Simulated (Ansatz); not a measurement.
Eigenvalues along a path: Re (sc type)

```
CELL_PARAMETERS angstrom
1.94601 0.00000 0.00000
0.00000 1.94601 0.00000
0.00000 0.00000 1.94601
ATOMIC_POSITIONS crystal
Re 0.00000 0.00000 0.00000
```

The cell comes from a relaxation on PAW files under the same functional, begun from a prototype that needn't be the stable phase.

Level of theory: DFT with PBE, scalar-relativistic, in Ansatz 0.2.0; a Γ-centred 15×15×15 k mesh, Fermi–Dirac smearing of 0.08 eV, no spin polarisation. PAW: frozen-core files, cutoff 420 eV.

This run: volume at 0.43 of the series' base cell.

Spin–orbit coupling is left out, which matters for the heavy atoms.

Path points, in fractions of the reciprocal vectors: Γ (0.000, 0.000, 0.000), X (0.000, 0.500, 0.000), M (0.500, 0.500, 0.000), R (0.500, 0.500, 0.500). The distance column jumps between branches of the path. Levels in eV from the Fermi level; bands 5 to 10, counted from the lowest band of the run. The gap is zero, the pressure 1328 GPa.

```
# k(1/Å) point b5 b6 b7 b8 b9 b10
0.000 Γ -14.89 -14.89 -13.91 10.60 10.60 10.60
0.202 - -14.80 -14.38 -13.37 9.67 9.67 10.66
0.404 - -14.55 -13.77 -11.14 7.52 7.52 10.83
0.605 - -14.15 -13.07 -7.81 5.02 5.02 11.10
0.807 - -13.65 -12.17 -4.23 2.63 2.63 11.42
1.009 - -13.11 -11.13 -1.40 0.60 0.60 11.76
1.211 - -12.63 -10.04 -0.95 -0.95 -0.24 12.05
1.413 - -12.28 -9.14 -1.91 -1.91 -0.35 12.26
1.614 X -12.15 -8.77 -2.24 -2.24 -0.56 12.33
1.816 - -11.70 -8.22 -4.75 -2.15 1.56 11.57
2.018 - -10.82 -7.98 -6.33 -1.90 3.71 9.70
2.220 - -11.07 -10.02 -3.07 -1.51 5.33 7.41
2.422 - -13.83 -9.27 -1.01 1.01 5.16 6.68
2.623 - -16.14 -8.53 -0.48 3.21 5.27 7.91
2.825 - -17.88 -7.87 0.00 1.72 8.68 9.04
3.027 - -18.97 -7.40 0.34 0.78 9.90 10.06
3.229 M -19.35 -7.22 0.47 0.47 10.24 10.24
3.514 - -18.61 -7.57 0.59 0.73 9.62 9.86
3.800 - -16.47 -8.52 1.01 1.52 7.58 7.86
4.085 - -13.24 -9.81 1.84 2.79 3.01 4.86
4.370 - -11.50 -9.24 -2.13 1.24 3.17 4.46
4.656 - -12.73 -7.96 -6.97 0.45 5.03 6.40
4.941 - -13.78 -11.04 -10.56 4.40 7.28 8.38
5.226 - -14.52 -13.86 -13.06 8.72 9.51 9.96
5.512 Γ -14.89 -14.89 -13.91 10.60 10.60 10.60
5.861 - -13.77 -13.77 -12.78 8.42 8.98 8.98
6.211 - -10.73 -10.73 -10.02 4.44 4.90 4.90
6.560 - -8.22 -6.44 -6.44 0.07 0.07 3.01
6.910 - -9.92 -5.61 -5.61 -0.18 -0.18 7.12
7.259 - -12.42 -9.46 -9.46 5.53 5.53 13.05
7.609 - -14.16 -12.54 -12.54 7.35 11.72 11.72
7.958 - -14.96 -14.49 -14.49 3.10 17.59 17.59
8.308 R -15.15 -15.15 -15.15 1.56 20.77 20.77
8.593 - -15.17 -14.85 -14.42 2.59 17.67 19.41
8.879 - -15.07 -13.97 -12.30 5.48 12.06 15.73
9.164 - -14.52 -12.52 -8.99 6.22 9.75 10.76
9.450 - -13.32 -10.57 -4.94 0.67 5.68 14.46
9.735 - -11.39 -8.21 -4.29 -2.46 3.20 13.08
10.020 - -8.75 -8.38 -5.62 -5.15 6.84 8.09
10.306 - -11.15 -7.78 -5.45 -3.29 3.20 10.77
10.591 X -12.15 -8.77 -2.24 -2.24 -0.56 12.33
12.874 R -15.15 -15.15 -15.15 1.56 20.77 20.77
13.076 - -15.38 -14.78 -14.78 2.08 18.53 20.72
13.278 - -15.99 -13.71 -13.71 3.55 13.98 20.56
13.480 - -16.79 -11.98 -11.98 5.79 8.94 20.33
13.681 - -17.61 -9.69 -9.69 4.06 8.61 20.06
13.883 - -18.33 -6.95 -6.95 -0.34 11.90 19.80
14.085 - -18.88 -3.94 -3.92 -3.92 15.57 15.74
14.287 - -19.23 -6.36 -1.02 -1.02 12.01 12.01
14.489 M -19.35 -7.22 0.47 0.47 10.24 10.24
```
